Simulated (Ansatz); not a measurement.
# MoTe₂

Method: r²SCAN, scalar-relativistic; collinear spin; PAW, 500 eV, Γ-centred 8×8×2 mesh, 0.05 eV Gaussian smearing; code Ansatz. The datasets are Ansatz's generated set soft_2.

```
Te Mo
1.0
     3.56368    0.00000    0.00000
    -1.78184    3.08624    0.00000
     0.00000    0.00000   14.71971
Te Mo
4 2
Cartesian
  0.0000 2.0575 9.2504
  1.7818 1.0287 1.8906
  0.0000 2.0575 12.8291
  1.7818 1.0287 5.4693
  0.0000 2.0575 3.6799
  1.7818 1.0287 11.0398
```

The chain of runs began from a cell as deposited in COD, expanded in volume.

Magnetic state: non-magnetic, site spin moments none.

The run above is the reference. The same cell was run again with other input settings; several of them aren't fit for production, so the rows show the settings' effect and aren't properties of the material.

| keys changed | outcome | ΔE (meV/atom) | P (GPa) | gap on the mesh (eV) | cell moment (μB) | largest force component (eV/Å) | SCF iterations | rough core-seconds | new warnings |
| --- | --- | --- | --- | --- | --- | --- | --- | --- | --- |
| none (reference) | converged | 0.0 | 0.0 | 1.12 | 0.00 | 0.002 | – | – | – |
| basis.xc_grid: 1 | converged | 0.0 | 0.0 | 1.12 | 0.00 | 0.003 | 18 | 70 | – |
| accuracy: "medium"; hamiltonian.xc: "r2scan" → "rpbe"; hamiltonian.dispersion: "d3bj" | converged | – | -16.7 | 1.04 | 0.00 | 0.870 | 11 | 30 | – |
| hamiltonian.dispersion: "d3bj" | converged | – | -1.4 | 1.12 | 0.00 | 0.007 | 18 | 90 | dispersion damping borrowed |
| scf.occupations.method: "gaussian" → "methfessel_paxton"; scf.occupations.width: 0.05 → 0.15 | converged | 0.0 | 0.0 | 1.12 | 0.00 | 0.002 | 22 | 110 | – |
| basis.ecutwfc: 500 → "500 eV"; scf.algorithm: "density_mixing"; accuracy: "medium" | converged | 0.0 | 0.0 | 1.12 | 0.00 | 0.002 | 18 | 80 | – |

ΔE is the energy with the smearing extrapolated to zero. It is left out where the change alters the Hamiltonian or the spin treatment. The varied runs start from atomic densities (corrected by the program's trained start where that serves), with the default search for lower states unless a row changes it.

What happens with these changes: hamiltonian.xc: "r2scan" → "lda"; scf.occupations.width: 0.05 → 0.3; hamiltonian.hubbard: {"sites": [{"species": "Mo", "l": "d", "u_eff": 1.0}], "double_counting": "fll"}?

outcome converged, P (GPa) -4.6, gap on the mesh (eV) 0.98, cell moment (μB) 0.00, largest force component (eV/Å) 0.321, SCF iterations 17, rough core-seconds 40.

What happens with these changes: hamiltonian.pseudopotentials: {"kind": "nc"}?

outcome converged, P (GPa) -3.1, gap on the mesh (eV) 1.16, cell moment (μB) 0.00, largest force component (eV/Å) 0.323, SCF iterations 20, rough core-seconds 110, new warnings cutoff below recommended.

Other pseudopotential files need their own cutoff; where it is too low, pressure and moments show the cutoff and not the files.

The pair part of a dispersion correction pulls inward (a three-body part mostly pushes out), and in metals and ionic crystals with large ions it often overbinds.

2 further runs (cut off, refused for memory, with changed atoms or starts, or in doubt) are left out.

For this crystal the k-mesh misses a band edge: under r²SCAN at the relaxed cell a band path gives a gap of 1.05 eV where the mesh alone gives 1.12 eV, so gaps on the mesh are upper bounds.

Of the reference: Semilocal functionals underestimate band gaps, commonly by a third or more. Scalar-relativistic only: spin–orbit splittings of the heavy atoms' levels are missing. The structure is built of weakly bound layers, and this functional has no dispersion term, so their spacing and all that hangs on it (volume, the soft elastic constants, low modes, dielectric constants) are poorly given. The relaxed cell is 8 % larger in volume than the cell of this structure in the Crystallography Open Database (24.96 Å³/atom, 1963).
